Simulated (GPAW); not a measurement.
Runs of GPAW 26.7.0 on InPd. The structure is cubic, space group Pm-3m (No. 221). The conventional cell has a = 3.272 Å, b = 3.272 Å, c = 3.272 Å, α = 90.00°, β = 90.00°, γ = 90.00°. In (site symmetry m-3m) has 8 Pd at 2.83 Å as nearest neighbours. Around Pd (site symmetry m-3m) lie 8 In at 2.83 Å. The cell comes from a database or a generator and needn't be the stable form of this composition.

```tsv
task	level	potentials or basis	spin	cell	k mesh	band path	band points	spin axis theta (degrees)	spin axis phi (degrees)	soc after scf	gap on the mesh (eV)	pressure (GPa)	relaxed volume (Å³/atom)
band structure	RPBE	the program's PAW data sets (release 1.2.1) made for this functional, pw	off	as given	8 × 8 × 8	GXMGRX,MR	80	-	-	-	-	6.8	-
band structure	PBEsol	PAW data sets generated in the run's folder for this functional, pw	SOC, no magnetisation	as given	6 × 6 × 6	GXMGRX,MR	100	90	45	second variation	-	(a)	-
band structure	BLYP	PAW data sets generated in the run's folder for this functional, pw	off	as given	8 × 8 × 8	GXMGRX,MR	60	-	-	-	-	(b)	-
band structure	PBEsol	PAW data sets generated in the run's folder for this functional, pw	SOC, no magnetisation	as given	8 × 8 × 8	GXMGRX,MR	80	90	0	second variation	-	-3.1	-
relaxation of cell and atoms	PBEsol	PAW data sets generated in the run's folder for this functional, pw	off	relaxed	8 × 8 × 8	-	-	-	-	-	none	0.1	17.08
relaxation of cell and atoms	LDA	the program's PAW data sets (release 1.2.1) made for this functional, pw	off	relaxed	8 × 8 × 8	-	-	-	-	-	none	0.2	16.57
band structure	PBEsol	PAW data sets generated in the run's folder for this functional, pw	off	as given	8 × 8 × 8	GXMGRX,MR	80	-	-	-	-	-3.1	-
relaxation of cell and atoms	RPBE	the program's PAW data sets (release 1.2.1) made for this functional, pw	off	relaxed	8 × 8 × 8	-	-	-	-	-	none	0.0	18.52
```

Alike in all rows: cutoff (eV) 600; smearing fermi-dirac 0.05 eV.

Q: Fill in the values left out.

A: (a) -2.8; (b) 11.2.

Caveats: spin-orbit coupling is left out, which moves the levels of the heavy elements (some runs); later steps reuse the first step's grids (some runs); spin-orbit coupling was added after a scalar SCF, so levels and gaps hold it while energy, forces, pressure and moments don't (some runs); this program's spin-orbit splittings come out too wide for heavy elements (some runs).

A k mesh can miss the band edges, and rows without SOC leave out spin-orbit coupling on In, Pd.

A gap of «none» marks a metal or a gap under the smearing width.

Runs at the PBE level aren't shown here.
